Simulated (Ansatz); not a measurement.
# CuO (CsCl type): one cell, many starting occupations (series 2), part 1 of 2

DFT+U has many self-consistent solutions. How far apart do the states of CuO (CsCl type) lie when only the starting occupations change? Cell and atoms stay fixed. This structure was made by substitution into a known type, so it needn't be the compound's stable form.

Computed with Ansatz 0.2.0 (DFT PBE+U (U_eff = 7 eV on Cu d), plane waves, PAW, unless a step's input says otherwise).

## 1. The starting structure

The structure is cubic, space group Pm-3m (No. 221). Conventional cell: a = 2.553 Å, b = 2.553 Å, c = 2.553 Å, α = 90.00°, β = 90.00°, γ = 90.00°. Around Cu (site symmetry m-3m) lie 8 O at 2.21 Å. O (site symmetry m-3m) has 8 Cu at 2.21 Å as nearest neighbours.

Coordinates:

```xyz
2
Lattice="2.5526 0.0000 0.0000 0.0000 2.5526 0.0000 0.0000 0.0000 2.5526" Properties=species:S:1:pos:R:3 pbc="T T T"
Cu    0.0000    0.0000    0.0000
O     1.2763    1.2763    1.2763
```

Magnetic order typed: ferromagnetic.

The runs: from atoms, default search; random orbitals: single harmonics, second filling; random orbitals: fully mixed, first filling; random orbitals: fully mixed, one electron more; random orbitals: drawn by pairs, first filling.

An earlier series on this cell reached its lowest free state from «random orbitals: single harmonics, first filling», perhaps among other starts.

## 2. From atoms, default search

Input file input.yaml:

```yaml
crystal:
  lattice:
    - [2.55255061, 0.0, 0.0]
    - [0.0, 2.55255061, 0.0]
    - [0.0, 0.0, 2.55255061]
  atoms:
    - { symbol: Cu, position: [0.0, 0.0, 0.0], spin: 1.0, spin_axis: [0.57735, 0.57735, 0.57735] }
    - { symbol: O, position: [0.5, 0.5, 0.5] }
basis:
  ecutwfc: 420
  ecutrho_ratio: 4
kpoints:
  mp_grid: { grid: [7, 7, 7] }
hamiltonian:
  xc: pbe
  hubbard: { sites: [{ site: 0, l: d, u_eff: 7.0 }] }
scf:
  occupations: { method: gaussian, width: 0.05 }
output:
  forces: true
  stress: true
  eigenvalues: true
  populations: true
  hubbard: { sites: [{ site: 0, l: d }] }
  write_density: true
  write_potential: true
  elf: true
  volumetric_format: npy
magnetization:
  noncollinear: true
  spin_orbit: true
```

This run includes spin–orbit coupling.

Run with:

```
$ ansatz run input.yaml --threads 2 --pin off --max-ram 3072MiB --backend cpu --events-out ev --progress --plain --runs-dir out
```

The program printed (excerpt; [...] marks lines left out):

```text
Warning: output.stress: scf.convergence.dr2_threshold = 1e-7 eV (the SCF's general default) is looser than the 2e-10 eV advised for a printed stress (1e-10 eV for each atom of the cell: 2). What an SCF threshold leaves in a stress goes as its square root, and in the free energy as the [...]
Warning: RAYON_NUM_THREADS=2 ignored (pool sized by the plan → 2); use --threads N
Cu: projections on atomic orbitals take those of the free atom [Ne] 3s2 3p6 3d10 4s1, of charge +0.00 (hamiltonian.pseudopotentials.projection_atoms); the dataset's partial waves leave at most 2.0e-9 of an orbital's norm unspanned inside its sphere
O: projections on atomic orbitals take those of the free atom [He] 2s2 2p4, of charge +0.00 (hamiltonian.pseudopotentials.projection_atoms); the dataset's partial waves leave at most 1.5e-11 of an orbital's norm unspanned inside its sphere
[...]
Pseudopotentials: kind: paw_fr
Pseudopotential: Cu, paw_fr, valence charge 19, recommended cutoff 420 eV (normal), Cu.paw.azcp#standard-fr
Pseudopotential: O, paw_fr, valence charge 6, recommended cutoff 420 eV (normal), O.paw.azcp#standard-fr
Functional definition: PBE
[...]
Crystal: 2 atoms, lattice volume = 16.631 Å³
Basis set: ecut = 420 eV, 341 PW (Γ), exchange–correlation on 36×36×36 points (8 copies of the dense FFT grid, shifted against one another)
Bands: 34, of which v1, the nominal top of the filled ones, is band 25 counted from 1 (24 counted from 0)
Symmetry: 6 space group operations + 6 with time reversal
Magnetic group: BNS 166.101 (UNI 1331), of the structure as read, at distance tolerance 2.6e-5 Å
[...]
SCF converged after 16 iterations
Magnetization: |M| = 0.9981 μB,  M = (+0.5763, +0.5763, +0.5763) μB
Absolute magnetization: 1.0852 μB (∫|m|, with the PAW one-centre terms)
  site 0: m = (+0.1815, +0.1815, +0.1815) μB, |m| = 0.3143 μB  (R = 0.91 Å)
  site 1: m = (+0.4086, +0.4086, +0.4086) μB, |m| = 0.7078 μB  (R = 0.91 Å)
Free energy (F): -7189.043392 eV
[...]
E sigma→0 (E₀):  -7189.042781 eV
Entropy (-TS):   -0.001222 eV (-0.611 meV/atom)
Fermi energy:    14.650848 eV
[...]
--- Hubbard shell moments (per corrected site; Tr N, ν in electrons; μ in μ_B) ---
  shell 0: Tr N=9.6902  μ_S=(+0.1607, +0.1607, +0.1607)  μ_L=(+0.0238, +0.0238, +0.0238)  μ=(+0.1845, +0.1845, +0.1845)  ν=0.0102 along (+0.577, +0.577, +0.577)
--- Forces (eV/Å), atoms counted from 1 ---
  atom   1  Cu    -0.00000000     0.00000000     0.00000000
  atom   2  O      0.00000000    -0.00000000    -0.00000000
[...]
--- Stress (GPa, compression-positive) ---
       29.312105       0.052917       0.052917
        0.052917      29.312105       0.052917
        0.052917       0.052917      29.312105
  P = ⅓ Tr σ = 29.3121 GPa (293.121 kbar)
--- Band table (eV; the first three rows and the last of 44) ---
[...]
Occupation matrices written to <dir>
--- Löwdin populations: 2 sites ---
  site symbol       q [e]
     0     Cu     18.1641
     1      O      6.7388
  spilling = 0.003883 (of n_electrons = 25.000000)
--- Occupation matrices: 1 shell (run DFT+U table (all-electron-ortho-atomic); ε = 2.94e-3) ---
  Cu0 d_3D: site group Oh (m-3m)
  Cu0 d_3D spinor Tr n = 9.6902  λ = 0.896 0.907 0.916 0.993 0.993 0.996 0.996 0.998 0.998 0.998  [xz 0.33 (T2g 1.00) E5/2g(0.70) | xz 0.33 (T2g 1.00) G3/2g(0.63) | xz 0.33 (T2g 1.00) G3/2g(1.00) | 7× z2 0.29 (Eg 0.57) G3/2g(0.87)]
  Tr n, λ and their labels are of the run-group-symmetrised matrices; stabiliser: 12 of 96 elements of G0×{1,Θ} (closed), max defect 3.7e-15 at τ = 6.2e-4
```

Wall time 9.6 s (2 threads of Arm Neoverse V2, shared host); peak memory 0.43 GiB.

It ends with no gap, pressure 29.3 GPa, moments in spheres Cu1 (0.18, 0.18, 0.18); O2 (0.41, 0.41, 0.41) μB, largest force component 0.00 eV/Å, 6 symmetry operations imposed.

How the shells are filled (orbitals counted by the eigenvalues of the occupation matrices):

```tsv
shell	channel	electrons	over 0.8	0.2 to 0.8	under 0.2
Cu 3d (atom 1)	both spins	9.69	10	0	0
```

Spin moments on the atoms, as numbers:

```tsv
atom	x (μB)	y (μB)	z (μB)
Cu1	0.18	0.18	0.18
O2	0.41	0.41	0.41
```

Density in a lattice plane of the grid's cell (edges 2.55 and 2.55 Å, at 0.000 of the third edge), which holds Cu.

Ten even steps from '0' (0.18 e/Å³) to '9' (70.56 e/Å³):
```
765310000000000000001356
543210000000000000001234
221100000000000000000112
110000000000000000000001
000000000000000000000000
000000000000000000000000
000000000000000000000000
000000000000000000000000
000000000000000000000000
000000000000000000000000
000000000000000000000000
000000000000000000000000
000000000000000000000000
000000000000000000000000
000000000000000000000000
110000000000000000000001
221100000000000000000112
543210000000000000001234
765310000000000000001356
986421000000000000012468
```
Columns run along the first of these edges and rows up along the second, over one cell in 24 and 20 even steps from the bottom left corner. Atoms in the plane (fractional): Cu at (0.00, 0.00).

ELF in the same plane.

Values, 12 rows by 12 columns:
```
0.83 0.70 0.41 0.23 0.16 0.12 0.11 0.12 0.16 0.23 0.41 0.70
0.50 0.41 0.27 0.18 0.13 0.11 0.10 0.11 0.13 0.18 0.27 0.41
0.25 0.23 0.18 0.14 0.10 0.09 0.09 0.09 0.10 0.14 0.18 0.23
0.17 0.16 0.13 0.10 0.09 0.08 0.08 0.08 0.09 0.10 0.13 0.16
0.12 0.12 0.11 0.09 0.08 0.08 0.07 0.08 0.08 0.09 0.11 0.12
0.11 0.11 0.10 0.09 0.08 0.07 0.07 0.07 0.08 0.09 0.10 0.11
0.12 0.12 0.11 0.09 0.08 0.08 0.07 0.08 0.08 0.09 0.11 0.12
0.17 0.16 0.13 0.10 0.09 0.08 0.08 0.08 0.09 0.10 0.13 0.16
0.25 0.23 0.18 0.14 0.10 0.09 0.09 0.09 0.10 0.14 0.18 0.23
0.50 0.41 0.27 0.18 0.13 0.11 0.10 0.11 0.13 0.18 0.27 0.41
0.83 0.70 0.41 0.23 0.16 0.12 0.11 0.12 0.16 0.23 0.41 0.70
0.92 0.83 0.50 0.25 0.17 0.12 0.11 0.12 0.17 0.25 0.50 0.83
```
Columns run along the first of these edges and rows up along the second, over one cell in 12 and 12 even steps from the bottom left corner. Atoms in the plane (fractional): Cu at (0.00, 0.00).

Both are smooth fields of the valence electrons: close to the nuclei they are not physical.

Outside the cores ELF peaks at 0.80 in the shell around O, 0.6 Å from O.

The z part of the spin density in a lattice plane of the grid's cell (edges 2.55 and 2.55 Å, at 0.000 of the third edge), which holds Cu.

Ten even steps from '0' (-0.01 e/Å³) to '9' (0.90 e/Å³):
```
765310000000000000001356
543210000000000000001234
211100000000000000000111
000000000000000000000000
000000000000000000000000
000000000000000000000000
000000000000000000000000
000000000000000000000000
000000000000000000000000
000000000000000000000000
000000000000000000000000
000000000000000000000000
000000000000000000000000
000000000000000000000000
000000000000000000000000
000000000000000000000000
211100000000000000000111
543210000000000000001234
765310000000000000001356
986310000000000000001368
```
Columns run along the first of these edges and rows up along the second, over one cell in 24 and 20 even steps from the bottom left corner. Atoms in the plane (fractional): Cu at (0.00, 0.00).

ELF in the plane through atom 1 (Cu) and two of its nearest O neighbours, 7.2 Å on a side, that atom in the middle and its first bond to the right.

Ten even steps from ' ' (0.08) to '@' (0.92):
```
%%##==..    ..::..      --##%%%%##--    ....::..  
::..                ..    ..::::                  
    ....      ::++####++..      ......      ::**##
..--**++..  ..++%%####%%**..  ..==**==..  ..##%%##
..++@@##::  ..**%%++==%%##..  ::##@@**..  ::####==
..::--::..    ==##%%%%%%==..  ..::--::..  ..++%%%%
                ::====::                      --==
    ..--++**==..                  ..==++++--      
    ==%%%%##%%**..  ..--==--..  ..**%%##%%%%==    
    **%%====####..  ::##@@##::  ..####====%%**    
    ==%%%%##%%**..  ..--==--..  ..**%%##%%%%==    
      --++++==..                  ..==**++--..    
==--                      ::====::                
%%%%++..  ..::--::..  ..==%%%%%%##==    ..::--::..
==####::  ..**@@##::  ..##%%==++%%**..  ::##@@++..
##%%##..  ..==**==..  ..**%%####%%++..  ..++**--..
##**::      ......      ..++####++::      ....    
                  ::::..    ..                ..::
  ..::....    --##%%%%##--      ..::..    ..==##%%
```
Atoms in the plane (Å from the middle): O (-0.7, 2.1), Cu (1.5, 2.1), O (2.2, 0.0), Cu (-2.9, 2.1), O (-2.2, 0.0), Cu (0.0, 0.0), O (0.7, -2.1), Cu (2.9, -2.1), Cu (-1.5, -2.1).

## 3. Random orbitals: single harmonics, second filling

Input file input.yaml:

```yaml
crystal:
  lattice:
    - [2.55255061, 0.0, 0.0]
    - [0.0, 2.55255061, 0.0]
    - [0.0, 0.0, 2.55255061]
  atoms:
    - { symbol: Cu, position: [0.0, 0.0, 0.0], spin: 1.0, spin_axis: [0.57735, 0.57735, 0.57735] }
    - { symbol: O, position: [0.5, 0.5, 0.5] }
basis:
  ecutwfc: 420
  ecutrho_ratio: 4
kpoints:
  mp_grid: { grid: [7, 7, 7] }
hamiltonian:
  xc: pbe
  hubbard:
    sites:
      - { site: 0, l: d, u_eff: 7.0, starting_ns: [{ occupation_matrix: s0 }] }
    occupation_matrices:
      s0:
        spinor_matrix:
          - [[0.97, 0.0], [0.0, 0.0], [0.0, 0.0], [0.0, 0.0], [0.0, 0.0], [0.0, 0.0], [0.0, 0.0], [0.0, 0.0], [0.0, 0.0], [0.0, 0.0]]
          - [[0.0, 0.0], [0.76924, 0.0], [0.0, 0.0], [0.0, 0.0], [0.0, 0.0], [0.0, 0.0], [0.27424, -0.27424], [0.0, 0.0], [0.0, 0.0], [0.0, 0.0]]
          - [[0.0, 0.0], [0.0, 0.0], [0.97, 0.0], [0.0, 0.0], [0.0, 0.0], [0.0, 0.0], [0.0, 0.0], [0.0, 0.0], [0.0, 0.0], [0.0, 0.0]]
          - [[0.0, 0.0], [0.0, 0.0], [0.0, 0.0], [0.97, 0.0], [0.0, 0.0], [0.0, 0.0], [0.0, 0.0], [0.0, 0.0], [0.0, 0.0], [0.0, 0.0]]
          - [[0.0, 0.0], [0.0, 0.0], [0.0, 0.0], [0.0, 0.0], [0.97, 0.0], [0.0, 0.0], [0.0, 0.0], [0.0, 0.0], [0.0, 0.0], [0.0, 0.0]]
          - [[0.0, 0.0], [0.0, 0.0], [0.0, 0.0], [0.0, 0.0], [0.0, 0.0], [0.97, 0.0], [0.0, 0.0], [0.0, 0.0], [0.0, 0.0], [0.0, 0.0]]
          - [[0.0, 0.0], [0.27424, 0.27424], [0.0, 0.0], [0.0, 0.0], [0.0, 0.0], [0.0, 0.0], [0.22076, 0.0], [0.0, 0.0], [0.0, 0.0], [0.0, 0.0]]
          - [[0.0, 0.0], [0.0, 0.0], [0.0, 0.0], [0.0, 0.0], [0.0, 0.0], [0.0, 0.0], [0.0, 0.0], [0.97, 0.0], [0.0, 0.0], [0.0, 0.0]]
          - [[0.0, 0.0], [0.0, 0.0], [0.0, 0.0], [0.0, 0.0], [0.0, 0.0], [0.0, 0.0], [0.0, 0.0], [0.0, 0.0], [0.97, 0.0], [0.0, 0.0]]
          - [[0.0, 0.0], [0.0, 0.0], [0.0, 0.0], [0.0, 0.0], [0.0, 0.0], [0.0, 0.0], [0.0, 0.0], [0.0, 0.0], [0.0, 0.0], [0.97, 0.0]]
    ns_hold: until_converged
scf:
  occupations: { method: gaussian, width: 0.05 }
  lower_state_search: "off"
  max_iter: 150
output:
  forces: true
  stress: true
  eigenvalues: true
  populations: true
  hubbard: { sites: [{ site: 0, l: d }] }
magnetization:
  noncollinear: true
  spin_orbit: true
```

The typed matrices put 0.97 on the chosen orbitals and 0.02 on the others, and are held until the SCF converges, then released. This run includes spin–orbit coupling.

Run with:

```
$ ansatz run input.yaml --threads 2 --pin off --max-ram 3072MiB --backend cpu --events-out ev --progress --plain --runs-dir out
```

The program printed (excerpt; [...] marks lines left out):

```text
Warning: crystal.symmetry: narrowed to the stabiliser of the occupation matrices — unitary ops 6 → 2, anti-unitary 6 → 2; lowered by the specified shell (site 0, l: d); largest admitted image defect 1.2e-15, smallest excluded 7.5e-1 — at a splitting's scale: the group the occupation [...]
Warning: output.stress: scf.convergence.dr2_threshold = 1e-7 eV (the SCF's general default) is looser than the 2e-10 eV advised for a printed stress (1e-10 eV for each atom of the cell: 2). What an SCF threshold leaves in a stress goes as its square root, and in the free energy as the [...]
Warning: RAYON_NUM_THREADS=2 ignored (pool sized by the plan → 2); use --threads N
Cu: projections on atomic orbitals take those of the free atom [Ne] 3s2 3p6 3d10 4s1, of charge +0.00 (hamiltonian.pseudopotentials.projection_atoms); the dataset's partial waves leave at most 2.0e-9 of an orbital's norm unspanned inside its sphere
O: projections on atomic orbitals take those of the free atom [He] 2s2 2p4, of charge +0.00 (hamiltonian.pseudopotentials.projection_atoms); the dataset's partial waves leave at most 1.5e-11 of an orbital's norm unspanned inside its sphere
[...]
[... 2 set-up lines as earlier in the session ...]
[...]
WARN: hamiltonian.hubbard: on 1 of 1 specified blocks the occupation matrix of this SCF's result fails the test of the specified filling. At site 0 (sites count from 0 in the list of atoms of the cell that this SCF solves) the least filled combination of the orbitals specified full has [...]
--- Specified on-site occupations, and those of the state reported ---
  electrons in the specified blocks: 8.7500 specified, 9.6901 found
  site 0 (l=d): largest change of an orbital's occupation 0.8867; electrons 8.7500 specified, 9.6901 found; spectral distance 0.8827
--- Forces (eV/Å), atoms counted from 1 ---
  atom   1  Cu     0.00000000     0.00000000     0.00000000
  atom   2  O      0.00000000     0.00000000     0.00000000
[...]
--- Stress (GPa, compression-positive) ---
       29.311967       0.051973       0.059532
        0.051982      29.311648       0.051982
        0.059532       0.051973      29.311967
  P = ⅓ Tr σ = 29.3119 GPa (293.119 kbar)
--- Band table (eV; the first three rows and the last of 100) ---
[...]
Occupation matrices written to <dir>
--- Löwdin populations: 2 sites ---
  site symbol       q [e]
     0     Cu     18.1641
     1      O      6.7388
  spilling = 0.003883 (of n_electrons = 25.000000)
--- Occupation matrices: 1 shell (run DFT+U table (all-electron-ortho-atomic); ε = 4.60e-3) ---
  Cu0 d_3D: site group Oh (m-3m)
  Cu0 d_3D spinor Tr n = 9.6901  λ = 0.896 0.907 0.916 0.993 0.993 0.996 0.996 0.998 0.998 0.998  [xz 0.34 (T2g 1.00) E5/2g(0.70) | yz 0.34 (T2g 1.00) G3/2g(0.63) | xz 0.34 (T2g 1.00) G3/2g(1.00) | 7× z2 0.29 (Eg 0.57) G3/2g(0.87)]
  specified occupation → Cu0 d_3D spinor: matrix, ‖Δ‖_F = 0.8939, Tr Δ = -0.9401, displaced = 0.5976, d_λ = 0.8827; orbital distance = 1.1477
  Tr n, λ and their labels are of the run-group-symmetrised matrices; stabiliser: 4 of 96 elements of G0×{1,Θ} (closed), max defect 3.4e-15 at τ = 9.8e-4
```

Wall time 53 s (2 threads of Arm Neoverse V2, shared host); peak memory 0.5 GiB.

End state: no gap, pressure 29.3 GPa, moments in spheres Cu1 (0.18, 0.18, 0.18); O2 (0.41, 0.40, 0.41) μB, largest force component 0.00 eV/Å, 2 symmetry operations imposed. The program reports that the typed filling wasn't kept.

How the shells are filled (orbitals counted by the eigenvalues of the occupation matrices):

```tsv
shell	channel	electrons	over 0.8	0.2 to 0.8	under 0.2
Cu 3d (atom 1)	both spins	9.69	10	0	0
```

Spin moments on the atoms, as numbers:

```tsv
atom	x (μB)	y (μB)	z (μB)
Cu1	0.18	0.18	0.18
O2	0.41	0.40	0.41
```

(Continued in part 2 of 2.)
